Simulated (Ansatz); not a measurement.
Density of states of BaTe

```
Ba Te
1.0
     0.00000    3.41000    3.41000
     3.41000    0.00000    3.41000
     3.41000    3.41000    0.00000
Ba Te
1 1
Cartesian
  0.0000 0.0000 0.0000
  3.4100 3.4100 3.4100
```

The cell is COD entry 1010423, as deposited and not checked against the literature; nothing was relaxed. It is an old determination, and later ones may differ.

No spin–orbit coupling, which matters for the heavy atoms here.

The calculation used Ansatz 0.2.0, DFT, PBEsol, all-electron LAPW, scalar-relativistic.

Sampling and basis: a Γ-centred 10×10×10 k mesh, Fermi–Dirac smearing of 0.05 eV, basis error target 0.25 meV/atom, no spin polarisation.

States per eV and cell, averaged over 0.4 eV, from -2.5 to 3.3 eV, with energies (bin centres) from the valence-band top; empty bins are left out. The partial columns, the largest 3 alone, are projections on Löwdin-orthogonalised atomic shells (those that the program's projection atoms carry: the occupied ones and, for some elements, an empty d or f shell; other empty shells have no column), summed over atoms of an element. Weights on diffuse s and p shells depend on that basis and aren't pure angular character.

```tsv
E (eV)	total	Te 5p	Ba 6s	Ba 5p
-2.4	0.16	0.11	0.04	0.00
-2.0	1.62	1.23	0.30	0.02
-1.6	2.19	1.76	0.28	0.04
-1.2	3.58	3.23	0.07	0.07
-0.8	5.29	4.82	0.02	0.13
-0.4	2.03	1.88	0.01	0.05
0.0	0.13	0.13	0.00	0.00
1.6	0.20	0.00	0.00	0.00
2.0	0.49	0.01	0.00	0.00
2.4	0.76	0.02	0.00	0.00
2.8	1.22	0.03	0.02	0.00
3.2	1.50	0.03	0.03	0.00
```

Which of the resolved shells contributes most in the top eV of the valence band?

Te 5p, with 91 % of all states there; Ba 5p follows with 2 %.
